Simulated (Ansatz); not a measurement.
**Ba: distorted cells**

Theory: DFT PBE, scalar-relativistic, plane waves, PAW in Ansatz 0.2.0.

Settings: cutoff 420 eV, Γ-centred mesh 10×10×6 on the computed 2-atom cell, Gaussian smearing of 0.10 eV; no spin polarisation.

Reference cell:

```yaml
crystal:
  lattice:
    - [3.59177, -2.51690, 0.00000]
    - [3.59177, 2.51690, 0.00000]
    - [0.00000, 0.00000, 7.19005]
  atoms:
    - { symbol: Ba, position: [0.74677, 0.25323, 0.25000] }
    - { symbol: Ba, position: [0.25323, 0.74677, 0.75000] }
```

Each variant moves atoms of this cell by the vectors given, if any (Å), and then applies a symmetric strain (tensor components, Cartesian axes). The reference cell isn't relaxed at this level. Energies are per atom at zero smearing, counted from the lowest variant. Pressure is positive in compression.

1. strain (xx yy zz yz xz xy, %) 1.80 1.88 2.49 1.00 -0.75 0.08; moves: Ba1 (-0.049, -0.125, -0.067); Ba2 (0.049, 0.125, 0.067)
2. strain (xx yy zz yz xz xy, %) -3.67 -3.39 -3.22 -3.00 -1.13 0.00; moves: Ba1 (-0.056, -0.011, 0.019); Ba2 (0.056, 0.011, -0.019)
3. strain (xx yy zz yz xz xy, %) 6.26 5.05 2.66 0.00 0.00 0.00; moves: Ba1 (0.000, 0.150, 0.000); Ba2 (0.000, -0.150, 0.000)
4. strain (xx yy zz yz xz xy, %) 3.53 2.52 1.54 0.00 0.19 0.00; moves: Ba1 (0.000, -0.150, 0.000); Ba2 (0.000, 0.150, 0.000)
5. no strain; moves: Ba1 (0.036, 0.001, 0.373)
6. strain (xx yy zz yz xz xy, %) 3.01 2.93 1.47 0.04 0.00 0.00; moves: Ba1 (0.000, 0.081, -0.059); Ba2 (0.000, -0.081, 0.059)

**Question.** Order the variants by energy, lowest first.

**Answer.** 2 (0.0 meV/atom), 1 (6.0 meV/atom), 6 (7.2 meV/atom), 4 (9.9 meV/atom), 5 (26.9 meV/atom), 3 (44.6 meV/atom).

**Question.** Order them by pressure, highest first.

**Answer.** 2 (0.78 GPa), 5 (0.01 GPa), 1 (-0.64 GPa), 6 (-0.72 GPa), 4 (-0.75 GPa), 3 (-1.09 GPa).